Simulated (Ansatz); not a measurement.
The system is MgB2.

```xyz
3
Lattice="3.0850 0.0000 0.0000 -1.5425 2.6717 0.0000 0.0000 0.0000 3.5230" Properties=species:S:1:pos:R:3 pbc="T T T"
Mg    0.0000    0.0000    0.0000
B     1.5425    0.8906    1.7615
B     0.0000    1.7811    1.7615
```

| Quantity | Value |
| --- | --- |
| Program | Ansatz 0.2.0 |
| Task | relaxation of cell and atoms |
| Functional | RPBE |
| Dispersion | D3(BJ) |
| Potentials or basis | Ansatz PAW |
| Cutoff | 420 eV (not typed: the program's choice for these potentials) |
| k mesh | 10 × 10 × 8 |
| Occupations | fermi-dirac, width 0.05 eV |
| Spin | no spin polarisation |

At the start: volume 9.68 Å³/atom.

Task: How do energy, volume and symmetry change on relaxing?

Result: It ends after 8 steps and the volume is 8.44 Å³/atom (-12.8 %); space group P6/mmm (No. 191, to 0.05 Å).

The path:
| step | energy change (eV) | largest force (eV/Å) | volume (Å³) |
| --- | --- | --- | --- |
| 1 | 0.0000 | 0.0000 | 29.04 |
| 2 | -0.2271 | 0.0000 | 26.45 |
| 3 | -0.2548 | 0.0000 | 25.13 |
| 4 | -0.2556 | 0.0000 | 25.35 |
| 5 | -0.2556 | 0.0000 | 25.34 |
| 6 | -0.2529 | 0.0000 | 25.34 |
| 7 | -0.2529 | 0.0000 | 25.32 |
| 8 | -0.2529 | 0.0000 | 25.32 |

Final structure:
```
CELL_PARAMETERS angstrom
2.97559 0.00000 0.00000
-1.48779 2.57693 0.00000
0.00000 0.00000 3.30245
ATOMIC_POSITIONS crystal
Mg 0.00000 0.00000 0.00000
B 0.66667 0.33333 0.50000
B 0.33333 0.66667 0.50000
```

Caveat: the plane-wave basis is chosen anew once the cell has moved, so the energies of steps on either side of that aren't comparable; the volume moved by -13 % from the deposited cell, more than functionals usually miss; pairwise dispersion overbinds metals, which lowers pressure and volume; the PAW data sets come from PBE, with cores solved anew for the run's functional, which leaves a small shift of forces and pressure.
